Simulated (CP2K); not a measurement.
Mo:

```
Mo
1.0
     2.74324    0.00000    0.00000
    -0.91441    2.58635    0.00000
    -0.91441   -1.29317    2.23984
Mo
1
Direct
  0.00000 0.00000 0.00000
```

Program: CP2K 2026.2. Alike in all runs: task single point; level PBE; no spin polarisation; cell as given; k mesh 12 × 12 × 12; smearing fermi-dirac 0.05 eV. Hardware: 1 thread of Arm Neoverse V1, with other jobs on the host.

Question: Order these runs on this cell by their wall time, lowest first.
A. potentials or basis POTENTIAL_UZH Mo GTH-PBE-q14; DZVP-MOLOPT-PBE-GTH basis; basis sets Mo DZVP-MOLOPT-PBE-GTH-q14; potentials Mo GTH-PBE-q14 of POTENTIAL_UZH; ADDED_MOS [11]
B. potentials or basis POTENTIAL_UZH Mo GTH-PBE-q14; TZV2P-MOLOPT-PBE-GTH basis; basis sets Mo TZV2P-MOLOPT-PBE-GTH-q14; potentials Mo GTH-PBE-q14 of POTENTIAL_UZH; ADDED_MOS [11]
C. potentials or basis GTH_POTENTIALS Mo GTH-PBE-q14; SZV-MOLOPT-SR-GTH basis; basis sets Mo SZV-MOLOPT-SR-GTH-q14; potentials Mo GTH-PBE-q14 of GTH_POTENTIALS; ADDED_MOS [3]

Answer: C (29 s), A (68 s), B (180 s).
